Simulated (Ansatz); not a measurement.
# MnS: the cost of one run

Program: Ansatz 0.2.0. Level of theory: DFT PBE without U, plane waves, PAW. These are calculated values, not measurements.

The COD entry's cell or inner coordinates are ideal or old and differ from later refinements, so a difference from it is no clean test against experiment.

### Step 1. Starting point

Symmetry: P6_3mc, No. 186, hexagonal system. Conventional cell: a = 3.976 Å, b = 3.976 Å, c = 6.432 Å, α = 90.00°, β = 90.00°, γ = 120.00°. Mn (site symmetry 3m) has 4 S at 2.41 to 2.48 Å as nearest neighbours. S (site symmetry 3m) has 4 Mn at 2.41 to 2.48 Å as nearest neighbours.

Coordinates:

```
Mn S
1.0
     3.97600    0.00000    0.00000
    -1.98800    3.44332    6.43200
     0.00000    0.00000   12.86400
Mn S
4 4
Cartesian
  0.0000 2.2955 12.8640
  1.9880 1.1478 3.2160
  0.0000 2.2955 6.4320
  1.9880 1.1478 9.6480
  0.0000 2.2955 15.3403
  1.9880 1.1478 5.6923
  0.0000 2.2955 8.9083
  1.9880 1.1478 12.1243
```

Magnetic order typed: antiferromagnetic, doubled cell 0 1/2 1/2.

### Step 2. From atoms, symmetry kept, no search

Contents of input.yaml:

```yaml
crystal:
  lattice:
    - [3.97600161, 0.0, 0.0]
    - [-1.9880008, 3.4433184, 6.4320005]
    - [0.0, 0.0, 12.864001]
  atoms:
    - { symbol: Mn, position: [0.3333333333, 0.6666666667, 0.6666666667], spin: 5.0 }
    - { symbol: Mn, position: [0.6666666667, 0.3333333333, 0.0833333334], spin: 5.0 }
    - { symbol: S, position: [0.3333333333, 0.6666666667, 0.8591666666] }
    - { symbol: S, position: [0.6666666667, 0.3333333333, 0.2758333334] }
    - { symbol: Mn, position: [0.3333333333, 0.6666666667, 0.1666666667], spin: -5.0 }
    - { symbol: Mn, position: [0.6666666667, 0.3333333333, 0.5833333334], spin: -5.0 }
    - { symbol: S, position: [0.3333333333, 0.6666666667, 0.3591666666] }
    - { symbol: S, position: [0.6666666667, 0.3333333333, 0.7758333334] }
basis:
  ecutwfc: 420
  ecutrho_ratio: 4
kpoints:
  mp_grid: { grid: [6, 6, 6] }
hamiltonian:
  xc: pbe
scf:
  occupations: { method: gaussian, width: 0.05 }
  lower_state_search: "off"
  max_iter: 150
output:
  forces: true
  stress: true
  eigenvalues: true
  populations: true
  hubbard:
    sites:
      - { site: 0, l: d }
      - { site: 1, l: d }
      - { site: 4, l: d }
      - { site: 5, l: d }
magnetization:
  spin_polarized: true
```

Started as:

```
ansatz run input.yaml --threads 4 --pin off --max-ram 6144MiB --backend cpu --events-out ev --progress --plain --runs-dir out
```

Q: Estimate wall time and peak memory on 4 threads of AMD EPYC 9R45 (Zen 5), shared host.

About 7.7 s, with a peak of 1.2 GiB.
